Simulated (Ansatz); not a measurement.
WS2 (Tungstenite): equation of state with PBE

The system is WS2 (Tungstenite).

```xyz
6
Lattice="3.1800 0.0000 0.0000 -1.5900 2.7540 0.0000 0.0000 0.0000 12.5000" Properties=species:S:1:pos:R:3 pbc="T T T"
W     1.5900    0.9180    9.3750
W     0.0000    1.8360    3.1250
S     1.5900    0.9180    4.6875
S     0.0000    1.8360   10.9375
S     1.5900    0.9180    1.5625
S     0.0000    1.8360    7.8125
```

* Program: Ansatz 0.2.0
* Task: equation of state
* Functional: PBE
* Potentials or basis: Ansatz PAW accurate
* Cutoff: 880 eV
* Density cutoff: 3520 eV
* k mesh: 10 × 10 × 3
* Occupations: fermi-dirac, width 0.05 eV
* Spin: no spin polarisation

```
Equilibrium volume                        : 18.52 Å³/atom
Bulk modulus at fixed shape and positions : 153 GPa
Pressure derivative of the bulk modulus   : 4.4
```

Energy against volume, from the lowest point:
| volume (Å³/atom) | energy (meV/atom) |
| --- | --- |
| 17.150 | 55.29 |
| 17.515 | 28.57 |
| 17.880 | 11.04 |
| 18.245 | 1.80 |
| 18.610 | 0.00 |
| 18.975 | 4.90 |
| 19.340 | 15.81 |

All runs of the series together: 100 s on 2 threads of Arm Neoverse V2, with other jobs on the host.

Caveat: the cell was scaled at fixed shape and fractional positions, which overstates the stiffness of a crystal with free parameters, most of all of layers and chains; this functional lacks dispersion, which binds the layers, so the pressure and a relaxed spacing across them are unreliable. The run has no spin-orbit coupling, so splittings on W are missing.
